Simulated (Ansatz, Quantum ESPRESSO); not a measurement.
FeO: 3 runs at one level of theory

```
CELL_PARAMETERS angstrom
1.51882 0.87689 2.51958
-1.51882 0.87689 2.51958
0.00000 -1.75378 2.51958
ATOMIC_POSITIONS crystal
Fe 0.00000 0.00000 0.00000
O 0.50000 0.50000 0.50000
```

Alike in all runs: task band structure; functional LDA; k mesh 11 × 11 × 11; occupations fermi-dirac, width 0.05 eV; collinear spin, ferromagnetic start; no spin-orbit coupling. LDA stands for any of its common fits. Pressure is positive in compression and, in plane waves, holds the error of the finite cutoff, which Ansatz's Pulay term estimates and takes out.

| program and potentials | plane-wave cutoff (eV) | notes | pressure (GPa) | net moment per atom (μB) |
| --- | --- | --- | --- | --- |
| Ansatz, Ansatz PAW | 420 | potentials made for PBE, which Ansatz adapts in part; Pulay term of +0.86 GPa included | -16.44 | 2.00 |
| Ansatz, all-electron LAPW, scalar-relativistic | - | - | -16.45 | 2.00 |
| Quantum ESPRESSO, GBRV 1.5 LDA | 762 | - | -16.32 | 2.00 |

The pressure spans -16.45 (Ansatz, all-electron LAPW, scalar-relativistic) to -16.32 GPa (Quantum ESPRESSO, GBRV 1.5 LDA), with all-electron results at -16.45. All agree on the net moment per atom. The cell lies far from this level's equilibrium. The state is the one that the start led to, which needn't be the lowest.

The functional is the same throughout but for its coding, so the spread measures potentials, basis and numerics; runs on potential files found faulty are left out.
